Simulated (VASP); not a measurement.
Here is a VASP 6.6.1 calculation.

File INCAR:

```
SYSTEM = Y
PREC     = Accurate       ! precision mode
ENCUT    = 520            ! plane-wave cutoff, eV
EDIFF    = 1E-6           ! SCF threshold, eV
ISMEAR   = 0              ! smearing method
SIGMA    = 0.05           ! smearing width, eV
LREAL    = .False.        ! projectors in reciprocal space
LASPH    = .True.         ! aspherical terms in the spheres
NELM     = 100            ! most SCF steps
ALGO     = Normal         ! electronic algorithm
ISIF     = 2              ! what is computed and relaxed
LWAVE    = .False.        ! write WAVECAR
LCHARG   = .False.        ! write CHGCAR
GGA      = PE             ! functional
NBANDS   = 12             ! bands
```

Contents of KPOINTS:

```
Automatic mesh
0
Gamma
  8 8 8
  0 0 0
```

Contents of POSCAR:

```
Y
1.0
   -2.0195363156      2.0195363156      2.0195363156
    2.0195363156     -2.0195363156      2.0195363156
    2.0195363156      2.0195363156     -2.0195363156
Y
1
Direct
    0.0000000000      0.0000000000      0.0000000000
```

Potentials or basis: VASP PAW PBE potentials, release 64 (Y_sv).

Run with:

```bash
$ cat potpaw_PBE.64/Y_sv/POTCAR > POTCAR
$ mpirun -np 1 vasp_std > vasp.out
```

**Question.** Predict the band gap on the k mesh.

**Answer.** None (metal or under the smearing width).

**Question.** Estimate the pressure.

**Answer.** 0.0 GPa.
